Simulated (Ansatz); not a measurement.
# Quasi-harmonic thermodynamics of HfO2 (Fm-3m), part 2 of 2

Wanted: α(T), C_P(T) and B(T) of HfO2 in the quasi-harmonic approximation.

Ansatz 0.2.0; DFT PBEsol, scalar-relativistic, plane waves, PAW.

So far. Step 2 (Probe on a coarse mesh): The start is under -10 GPa at this level and looks like an insulator or semiconductor on this mesh. Step 5 (Tight relaxation): The residual pressure is 0.0026 GPa, small enough for phonons. The relaxed cell has a = 5.044 Å (conventional setting).

## 6. The quasi-harmonic study

The study relaxes the crystal at several strains, solves the phonons on some of them and minimises the free energy at each temperature (static energy, vibrations, the electrons in a metal, and PV under a set pressure); the q-mesh sets how far the force constants reach.

Contents of input.yaml:

```yaml
crystal:
  lattice:
    - [0.0, 2.5218796294, 2.5218796294]
    - [2.5218796294, 0.0, 2.5218796294]
    - [2.5218796294, 2.5218796294, 0.0]
  atoms:
    - { symbol: Hf, position: [0.0, 0.0, 0.0] }
    - { symbol: O, position: [0.25, 0.25, 0.25] }
    - { symbol: O, position: [0.75, 0.75, 0.75] }
kpoints:
  mp_grid: { grid: [8, 8, 8] }
hamiltonian:
  xc: pbesol
scf:
  occupations: { method: fixed }
output:
  eigenvalues: true
phonons:
  method: dfpt
  qmesh: [4, 4, 4]
  temperatures: { t_max: 1200.0, t_step: 50 }
  thermal_expansion: {}
```

Run with:

```sh
$ ansatz run input.yaml --threads 4 --pin off --max-ram 16384MiB --backend cpu --events-out ev --progress --plain --runs-dir out
```

Numbers of over 12 decimals in the logs are rounded to 6 here.

What it wrote:

```text
Warning: phonons: the dynamical matrix that this run interpolates holds no multipole term above the dipole-dipole one, and a site of this crystal is no centre of inversion, so its interpolated transverse optical and acoustic branches and sound speeds can stay off near Gamma, and the density of states and the thermodynamics with them. What a run solves at a wave vector of phonons.qpoints, Gamma apart, where the deck admits one, is free of this, and under fd what a larger phonons.supercell samples
The last accepted step is kept in <dir> (removed where the run ends without a failure and the disk answers)
Engine: ansatz 0.2.0, aarch64-unknown-linux-gnu
Pseudopotentials: kind: paw
Pseudopotential: Hf, paw, valence charge 26, recommended cutoff 420 eV (normal), Hf.paw.azcp
Pseudopotential: O, paw, valence charge 6, recommended cutoff 420 eV (normal), O.paw.azcp
Functional definition: PBEsol
  exchange = pbesol_x
  correlation = pbesol_c
Crystal: 3 atoms, lattice volume = 32.078 Å³
Basis set: ecut = 487.2 eV, 749 PW (Γ), exchange–correlation on 54×54×54 points (8 copies of the dense FFT grid, shifted against one another)
Bands: 23, of which v1, the nominal top of the filled ones, is band 19 counted from 1 (18 counted from 0)
Symmetry: 48 space group operations
Space group: Fm-3m (ITA 225), of the structure as read, at distance tolerance 3.2e-5 Å
k-points: 29 of 512
Non-local potential: Hf, projectors of the file, l = 0: 3, l = 1: 2, l = 2: 2, l = 3: 3
Non-local potential: O, projectors of the file, l = 0: 2, l = 1: 2, l = 2: 1
PAW form: soft (Blöchl's): semilocal exchange-correlation on the pseudo side does not see the compensation charge
PAW frozen core: Hf, regenerated for the run's functional, and the local potential with it (the file was generated under x = pbe(κ = 0.804, μ = 0.219515), c = pbe(β = 0.066725))
PAW frozen core: O, regenerated for the run's functional, and the local potential with it (the file was generated under x = pbe(κ = 0.804, μ = 0.219515), c = pbe(β = 0.066725))
PAW one-centre angular grid: Hf, 590 points (default); XC on 64 Gauss nodes
PAW one-centre angular grid: O, 110 points (default); XC on 64 Gauss nodes
Initial density: superposition of atomic densities (neutral atoms: chi_scale 0, normalization atom), corrected by the library's trained network
Initial wavefunctions: pseudopotential atomic-orbital guess
Functional: x = pbesol(κ = 0.804, μ = 0.123457), c = pbesol(β = 0.046)
SCF iter   1: F=—  HF=-16725.106190 eV  |F-HF|=—  |Δ(HF+E_count)|=         —  Δρ=1.67e-2  dr2=7.14e-2  ethr=1.77e-3  ⟨swp⟩=4.0  Hψ=2198  notcnv=0  defer=51
preconditioner: auto → none  [insulator: Δε(μ)=3.494 eV  Ē_g=18.200 eV  n_scr=14 (ndim 8)  ℏωp=39.3 eV  f_vac=0.057  ε∞_Penn≈5.7]
[...]
SCF converged after 8 iterations
Free energy (F): -16725.087825 eV
Harris-Foulkes:  -16725.087825 eV  (|F-HF|=7.28e-12)
Internal energy: -16725.087825 eV  (E = F + TS)
E sigma→0 (E₀):  -16725.087825 eV
Fermi energy:    16.227103 eV
--- Per-component energies (eV) ---
  E_band       = 61.563355
  E_kinetic    = 771.427719
  E_local      = -5694.377262  (includes V_loc(G=0)·N_el)
  E_nonlocal   = -1140.195118
  E_hartree    = 2613.538464
  E_xc         = -443.638104
  E_vxc        = -453.412915  (∫ρ·V_xc dr)
  E_paw        = -7111.368527  (= ΣΔE_a)
  E_vpaw       = 1351.041422  (= ΣTr[D̂ρ^β])
  E_aug_tail   = 0.002621  (compensation charges beyond the density's cutoff)
  E_ewald      = -5721.799284
  E_core_change = 1.321667  (= ΣΔE_core)
  E_smearing   = -0.000000  (= −TS)
  E_closure    = 0.000000  (closes the sum)
  Σ components = -16725.087825   (vs F -16725.087825, Δ=0.00e0)
--- Forces (eV/Å), atoms counted from 1 ---
  atom   1  Hf    -0.00000000     0.00000000    -0.00000000
  atom   2  O      0.00000000     0.00000000     0.00000000
  atom   3  O     -0.00000000     0.00000000    -0.00000000
  max |Σ_I F_I| component: 2.31e-18 eV/Å
--- Stress (GPa, compression-positive) ---
       -0.032385      -0.000000       0.000000
        0.000000      -0.032385       0.000000
        0.000000      -0.000000      -0.032385
  P = ⅓ Tr σ = -0.0324 GPa (-0.324 kbar)
--- Band table (eV; the first three rows and the last of 29) ---
  k-point 0: bands = [... 15 lower, 10.6740, 15.5927, 15.5927, 15.5927, 20.0345, 20.0345, 21.9400, 26.8392]
  k-point 1: bands = [... 15 lower, 11.1269, 15.1212, 15.2912, 15.2912, 20.3416, 20.3416, 22.5545, 26.0923]
  k-point 2: bands = [... 15 lower, 12.1561, 14.1867, 14.7515, 14.7515, 20.7958, 20.7958, 23.1951, 25.5259]
  k-point 28: bands = [... 15 lower, 13.5689, 13.5689, 14.7381, 16.0110, 20.9979, 21.3649, 23.3927, 23.3927]
── thermal expansion: 3 new cells, 3 in all ──
thermal expansion: relaxation of cell 2
thermal expansion: relaxation of cell 3
── thermal expansion: 2 new cells, 5 in all ──
thermal expansion: relaxation of cell 4
thermal expansion: lower-state search of cell 4
thermal expansion: phonons of cell 4
WARN: thermal expansion: vibrations_at_or_below_zero in the phonons of 1 cell: 4
this run last wrote the structure of step 1 to <dir>
--- Relaxed structure (1 steps of the walk, 1 accepted, 0 SCFs on fresh bases) ---
  F+E_penalty+E_count = -16725.08782505 eV   max|allowed force component| = 1.349e-18 eV/Å
  atoms:
    - { symbol: Hf, position: [0.0, 0.0, 0.0] }
    - { symbol: O, position: [0.25, 0.25, 0.25] }
    - { symbol: O, position: [0.75, 0.75, 0.75] }
--- Thermal expansion: 5 cells in 2 rounds, 0 GPa ---
  no lower state was reached at cell 4
  not told: vibrations stand at or below zero in cell 4 (0.141 modes a cell, the lowest at -220.1 cm⁻¹): the crystal is at no minimum there, or its k-points are too few: type the crystal that it becomes, another pressure, or a denser kpoints.mp_grid, in a new run
  vibrations_at_or_below_zero in the phonons of 1 cell: 4
Error: vibrations stand at or below zero in cell 4 (0.141 modes a cell, the lowest at -220.1 cm⁻¹): the crystal is at no minimum there, or its k-points are too few: type the crystal that it becomes, another pressure, or a denser kpoints.mp_grid, in a new run
```

The job ended after 6.5 min (4 threads of Arm Neoverse N1, shared host; peak memory 1.5 GiB).

The run ended with an error.

The program's message: “vibrations stand at or below zero in cell 4 (0.141 modes a cell, the lowest at -220.1 cm⁻¹): the crystal is at no minimum there, or its k-points are too few: type the crystal that it becomes, another …”

## 7. Phonons of the refused cell

The study refused this cell, so its phonons are run alone to see which modes are imaginary.

input.yaml, the sections that differ from step 6:

```yaml
phonons:
  method: dfpt
  dielectric: true
  rigid_motions: translations
  qmesh: [4, 4, 4]
  temperatures: { t_max: 1000, t_step: 50 }
  qpath:
    path:
      - [[0.0, 0.0, 0.0], [0.5, 0.0, 0.5], [0.625, 0.25, 0.625]]
      - [[0.375, 0.375, 0.75], [0.0, 0.0, 0.0], [0.5, 0.5, 0.5], [0.5, 0.25, 0.75], [0.5, 0.0, 0.5]]
    npoints: 10
# crystal, kpoints, hamiltonian, scf, output: as in step 6
```

What it wrote:

```text
[...]
Crystal: 3 atoms, lattice volume = 32.078 Å³
Basis set: ecut = 420 eV, 609 PW (Γ), exchange–correlation on 48×48×48 points (8 copies of the dense FFT grid, shifted against one another)
Bands: 23, of which v1, the nominal top of the filled ones, is band 19 counted from 1 (18 counted from 0)
Symmetry: 48 space group operations
k-points: 95 of 512 (irreducible under 4 space group operations, time reversal used)
[...]
SCF iter   1: F=—  HF=-16725.091933 eV  |F-HF|=—  |Δ(HF+E_count)|=         —  Δρ=1.70e-2  dr2=7.29e-2  ethr=1.77e-3  ⟨swp⟩=4.0  Hψ=7175  notcnv=0  defer=183
[...]
SCF iter   7: F=-16725.073272 eV  HF=-16725.073272 eV  |F-HF|=1.38e-10  |Δ(HF+E_count)|=   6.19e-9  Δρ=6.59e-7  dr2=7.52e-11  ethr=1.00e-12  ⟨swp⟩=7.0  Hψ=15422  notcnv=0
SCF 1 converged in 7 iterations: F = -16725.073272 eV  dr2 = 7.52e-11
[...]
DFPT response loops at Γ: preconditioner auto → none (the input reference at scf.mixing.eps_inf says where Resta's filter doesn't serve); β = 0.50; Broyden in place of MSR1
NSCF: frozen V_eff on 29 k-points
[...]
DFPT response loops at q = (0, 0, -0.5) (fractional): preconditioner auto → Resta (q_TF=auto, 2.806 Å⁻¹)  ε∞=4.0 (no band partly filled); β = 1.00, the filter's whole step (`scf.mixing.beta` (0.50) is not read by the response loops at its default; to damp them type it under 1.00, their step now; it binds the ground state too); Broyden in place of MSR1
[...]
SCF converged after 7 iterations
Free energy (F): -16725.073272 eV
[...]
Internal energy: -16725.073272 eV  (E = F + TS)
E sigma→0 (E₀):  -16725.073272 eV
Fermi energy:    16.227221 eV
[...]
--- Band table (eV; the first three rows and the last of 95) ---
  k-point 0: bands = [... 15 lower, 10.6740, 15.5938, 15.5938, 15.5938, 20.0338, 20.0338, 21.9392, 26.8378]
  k-point 1: bands = [... 15 lower, 11.1271, 15.1218, 15.2915, 15.2915, 20.3409, 20.3409, 22.5538, 26.0915]
  k-point 2: bands = [... 15 lower, 12.1560, 14.1869, 14.7523, 14.7523, 20.7952, 20.7952, 23.1946, 25.5252]
  k-point 94: bands = [... 15 lower, 13.5694, 13.5694, 14.7384, 16.0126, 20.9981, 21.3643, 23.3916, 23.3916]
--- Phonons (Γ-DFPT): 2 representative perturbations + reference, on 95 of 512 k-points (Σ response iterations 8) ---
  k mesh reduced under 4 symmetry operations, with k and −k counted as one. Each operation leaves every solved perturbation unchanged. A smaller set is not considered because the run solves the response to a homogeneous field
  ASR residual: 1.596e-4 → 0.000e0 eV/Å²; symmetrization residual: 1.017e-6 eV/Å²
  ASR residual per site (eV/Å²): 8.38e-5 1.60e-4 1.60e-4
  Γ frequencies (cm⁻¹): 0.00 0.00 0.00 236.00 236.00 236.00 579.97 579.97 579.97
  ε∞ (high-frequency dielectric tensor):
        5.378339     0.000000    -0.000000
        0.000000     5.378339     0.000000
        0.000000     0.000000     5.378339
  ε⁰ (static dielectric tensor: ions relaxed, cell fixed):
       36.774049     0.000000    -0.000000
        0.000000    36.774049    -0.000000
       -0.000000    -0.000000    36.774049
  ε⁰ − ε∞ (ionic part):
       31.395710     0.000000    -0.000000
        0.000000    31.395710    -0.000000
       -0.000000    -0.000000    31.395710
  softest optical mode at Γ: 236.00 cm⁻¹; the repairs (sum rule, projections) moved no ω² at Γ by more than (1.69 cm⁻¹)²
  Born effective charges Z* (e; rows j = field, columns β = displacement):
    site 0:
         5.56153   -0.00000    0.00000
         0.00000    5.56153    0.00000
         0.00000   -0.00000    5.56153
    site 1:
        -2.78077    0.00000   -0.00000
        -0.00000   -2.78077   -0.00000
         0.00000    0.00000   -2.78077
    site 2:
        -2.78077    0.00000   -0.00000
        -0.00000   -2.78077   -0.00000
         0.00000    0.00000   -2.78077
  Z* charge neutrality: 3.496e-5 e pre-enforcement
  k-mesh period / interband length: 28.5 Å / 1.37 Å = 20.90 at k = (0.0000, 0.0000, 0.0000), direct gap 4.440 eV — 14 or more, which is no proof of convergence
  optical modes at Γ without the LO–TO term, one row a degenerate level:
      ω (cm⁻¹)  modes    IR ((D/Å)²/amu)
        236.00      3            78.8977
        579.97      3             0.0000
  optical modes at Γ + LO–TO along q̂ = [1.0000, 0.0000, 0.0000]:
      ω (cm⁻¹)  modes    IR ((D/Å)²/amu)
        236.00      2            52.5985
        579.97      3             0.0000
        617.11      1            26.2992
  optical modes at Γ + LO–TO along q̂ = [0.0000, 1.0000, 0.0000]:
      ω (cm⁻¹)  modes    IR ((D/Å)²/amu)
        236.00      2            52.5985
        579.97      3             0.0000
        617.11      1            26.2992
  optical modes at Γ + LO–TO along q̂ = [0.0000, 0.0000, 1.0000]:
      ω (cm⁻¹)  modes    IR ((D/Å)²/amu)
        236.00      2            52.5985
        579.97      3             0.0000
        617.11      1            26.2992
--- Phonons (arbitrary-q DFPT): 8 irreducible q on the 4×4×4 mesh ---
  q = [0.0000, 0.0000, 0.0000] (star 1, of the zone-centre solve; hermiticity 1.59e-7, symmetrization 1.06e-8): -0.00 0.00 0.00 236.00 236.00 236.00 579.97 579.97 579.97
  q = [0.0000, 0.0000, 0.2500] (star 8, 2 solved perturbations on 288 of 512 k-point pairs; hermiticity 4.78e-8, symmetrization 6.19e-9): 77.01 77.01 146.55 320.01 320.01 537.30 555.28 555.28 605.56
[...]
q = [0.0000, 0.2500, 0.2500] (star 6, 4 solved perturbations in 528 linear systems a pass and spin channel, the states on 164 of 512 k-point pairs; hermiticity 5.73e-8, symmetrization 4.45e-8): 75.53 75.53 197.27 251.46 251.46 432.53 574.52 574.52 653.66
[...]
sum rule: each row above includes the acoustic sum rule's correction from the zone centre's row sums; it moved no ω² by more than (1.65 cm⁻¹)²
  mesh force constants: q→R imaginary residual 5.83e-18; ASR residual 1.596e-4 → 0.000e0 eV/Å²; symmetrization residual 1.243e-14 eV/Å²
  interpolated dispersion: 63 rows × 9 modes
  density of states and harmonic sums: on the 24×24×24 q-mesh, interpolated from the force constants of a 4×4×4 supercell (with the dipole–dipole term)
  largest difference from the sums on the solved wave vectors: F 2.15e-2 eV, S 2.86e-5 and C_V 7.74e-6 eV/K
  zero-point energy: 0.193277 eV/cell   skipped modes (ω ≤ 0): 54, of them read as no rigid motion or as one in doubt: 51 (1.057e-1 modes/cell left out, lowest -221.02 cm⁻¹)   left out of the sums: 1.18e-2 of the cell's modes: C_V's classical limit lies that fraction below 3 k_B per atom; for a crystal, a wire or a layer, F and S can be off by more, and a phonons.interpolated_qmesh denser along its periods is the remedy for the sampling
```

Wall time 3.3 min (4 threads); peak memory 1.3 GiB.

Numbers from this step:

```yaml
lowest_frequency_on_the_path: -221.0 cm⁻¹
point_group: m-3m
highest_frequency: 690.9 cm⁻¹
```

ε∞:

```
5.38 0.00 0.00
0.00 5.38 0.00
0.00 0.00 5.38
```

Born charge (rows field, columns displacement) (e), principal values of the symmetric part by kind of site:

```csv
atom,atoms with these values,low,middle,high,mean
Hf1,1,5.56,5.56,5.56,5.56
O2,2,-2.78,-2.78,-2.78,-2.78
```

In full for O2:

```
-2.78  0.00  0.00
 0.00 -2.78  0.00
 0.00  0.00 -2.78
```

ε₀ (ions relaxed, fixed cell):

```
36.77  0.00  0.00
 0.00 36.77  0.00
 0.00  0.00 36.77
```

LO-TO term included. Phonon branches along the path, in cm⁻¹:

```csv
point,branch 1,branch 2,branch 3,branch 4,branch 5,branch 6,branch 7,branch 8,branch 9
Γ,0,0,0,236,236,580,580,580,617
halfway,76,76,197,252,252,432,574,574,654
X,-221,96,96,255,308,308,560,560,691
halfway,-193,95,115,241,314,326,554,564,686
U,-89,92,151,213,329,370,535,571,671
jump to K,-89,92,151,213,329,370,535,571,671
halfway,87,87,174,241,393,488,521,585,615
Γ,0,0,0,236,236,580,580,580,617
halfway,77,77,146,320,320,537,555,555,606
L,88,88,193,403,403,500,516,516,589
halfway,91,144,172,298,322,445,495,581,638
W,-33,100,186,186,238,464,464,602,664
halfway,-167,98,128,232,282,368,534,579,680
X,-221,96,96,255,308,308,560,560,691
```

The phonon branches as a text plot (rows in cm⁻¹):

```
    672 |      *************                            *********
    634 |******             ****  *******            ***
    596 |****               ************************* ********
    558 | ** ***************     *****   *****     ***        ***
    520 |   *             **    **          **********      **
    482 |    **             *****               ***   ******
    444 |      *            *  *                   ******  *
    406 |                  * ** *               *****       **
    368 |       *        ** *    *            **   ***        *
    330 |              *****                **       **        *
    292 |        ******           **      **          **      ***
    254 |***************        **********              *********
    216 |      **       ********                        *   **
    178 |    **            ******            ***************
    140 |   *           *** ***  ***       **        ****   **
    102 |  *    *****************   *     *   *******************
     64 | * ****  **             ****    *****           *
     26 | **                        **  **
    -12 |*                            **
    -50 |                                                 **
    -88 |                 *
   -126 |                *                                  **
   -164 |               *
   -202 |           ****                                      ***
         Γ           X  U|K            Γ         L        W     X
```

Tetrahedra on 24 24 24, mean over bins of 10 cm⁻¹. Phonon density of states against wavenumber; read off at these points:

```csv
wavenumber (cm⁻¹),phonon density of states (1/cm⁻¹/cell)
-225,0
-195,4.3e-4
-165,5.7e-4
-125,6.2e-4
-95,5.5e-4
-65,4.3e-4
-35,4.2e-4
-5,4.8e-4
25,0.00112
65,0.00672
95,0.0634
125,0.0142
155,0.00588
185,0.0290
215,0.0102
255,0.0159
285,0.0127
315,0.0115
345,0.00996
375,0.00992
405,0.0105
445,0.0113
475,0.00545
505,0.0127
535,0.0139
565,0.0279
575,0.0461
595,0.00925
615,0.0142
635,0.0126
665,0.0131
695,5.0e-5
```

No LO-TO term. The modes at Γ (shares of kinetic energy by element, %):

```csv
mode,frequency (cm⁻¹),symmetry,Hf %,O %
1,0.0,T1u,85,15
2,0.0,T1u,85,15
3,0.0,T1u,85,15
4,236.0,T1u,15,85
5,236.0,T1u,15,85
6,236.0,T1u,15,85
7,580.0,T2g,0,100
8,580.0,T2g,0,100
9,580.0,T2g,0,100
```

Displacements in mode 5 (236.0 cm⁻¹), the largest set to 1:
```
Hf1  0.17 -0.18  0.09
O2  -0.96  1.00 -0.50
O3  -0.96  1.00 -0.50
```

Displacements in mode 7 (580.0 cm⁻¹), the largest set to 1:
```
Hf1  0.00  0.00  0.00
O2   0.21  0.10 -1.00
O3  -0.21 -0.10  1.00
```

Lowest modes at the softest wavevector of the mesh; phase exp(i q.(R + tau)). Modes at q = (0.000, 0.500, 0.500), with each element's share of the kinetic energy (negative means imaginary):

```csv
mode,frequency (cm⁻¹),Hf %,O %
1,-221.0,0,100
2,96.5,100,0
3,96.5,100,0
4,254.6,100,0
5,307.6,0,100
6,307.6,0,100
```

Displacements in mode 1 (-221.0 cm⁻¹), the largest set to 1, in the home cell:
```
Hf1 0.00 0.00 0.00
O2  1.00 0.00 0.00
O3  1.00 0.00 0.00
```

Displacements in mode 6 (307.6 cm⁻¹), the largest set to 1, in the home cell (x, y, z of the real part, then of the imaginary part):
```
Hf1  0.00  0.00  0.00  0.00  0.00  0.00
O2   0.00  0.26 -1.00  0.00  0.14  0.04
O3   0.00 -0.26  1.00  0.00 -0.14 -0.04
```

The modes has structure finer than the step of the table below, so its rows give means over 50 cm⁻¹, whole bins alone (the curve runs from -226 to 721 cm⁻¹). Peaks (cm⁻¹: height): Hf 89.6: 0.0549, 184.9: 0.0205; O 256.4: 0.0132, 572.1: 0.0374, 655.5: 0.0137.

Phonopy on the run's constants, 19x19x19 mesh, Gaussian sigma 6.8 cm⁻¹. Table of modes by wavenumber; means over each step; values in 1/cm⁻¹/cell:

```csv
wavenumber (cm⁻¹),Hf,O
-200,0,3.4e-4
-150,5.9e-6,5.9e-4
-100,2.2e-5,6.4e-4
-50,4.1e-5,4.6e-4
0,1.4e-4,2.5e-4
50,0.00400,5.7e-4
100,0.0289,0.00167
150,0.00969,0.00148
200,0.0125,0.00250
250,0.00310,0.00982
300,5.5e-4,0.0116
350,2.9e-4,0.00972
400,1.5e-4,0.00977
450,1.0e-4,0.00795
500,2.8e-5,0.0111
550,2.3e-5,0.0207
600,3.0e-4,0.0166
650,2.4e-4,0.0123
```

Lorentz oscillators from the run's modes, damping 2 % of each frequency (typed, at least 3 cm⁻¹). Table of reflectivity, E along x by wavenumber; read off at these points:

```csv
wavenumber (cm⁻¹),"reflectivity, E along x"
50.0,0.521
100.0,0.543
150.0,0.590
200.0,0.690
250.0,0.978
300.0,0.987
350.0,0.987
370.7,0.987
400.0,0.986
450.0,0.982
500.0,0.975
550.0,0.959
600.0,0.878
650.0,0.016
700.0,0.00586
750.0,0.0263
800.0,0.0455
850.0,0.0618
900.0,0.0741
950.0,0.0847
```

The lowest solved frequency is -221 cm⁻¹, so the cell is unstable here and gives no valid free energy.

## 8. Outcome

```json
{"lowest frequency at the solved wavevectors": "-221 cm⁻¹"}
```

**Reading.** With imaginary harmonic modes at the relaxed cell the quasi-harmonic free energy is undefined, so no expansion is obtained for this phase at this level. The softest solved mode is 221i cm⁻¹ at q = (0, -0.5, -0.5), and 2 of 8 solved wavevectors carry a mode beyond 8i cm⁻¹. The starting cell comes from a crystallographic database, so the instability may belong to the level of theory or to the 0 K harmonic picture and not to the crystal; this functional changes the volume by -4 % against that cell. The interpolation has no quadrupole term, so branches near the zone centre are less sure, since this crystal has sites that are not centres of inversion. The PAW files were made for PBE and are used here under another functional, for which the program regenerates the frozen cores.

[Logs are printed without paths, hosts, clocks, repeated set-up lines and the standing remarks that a program may print on its own settings, such as how far it seeks lower states.]

[Hosts, paths, dates, database ids (printed as entryN), source tags and the programs' standing remarks are cut or masked in the printed files.]

[A step with changed settings may run another functional than the one named; its input shows which.]
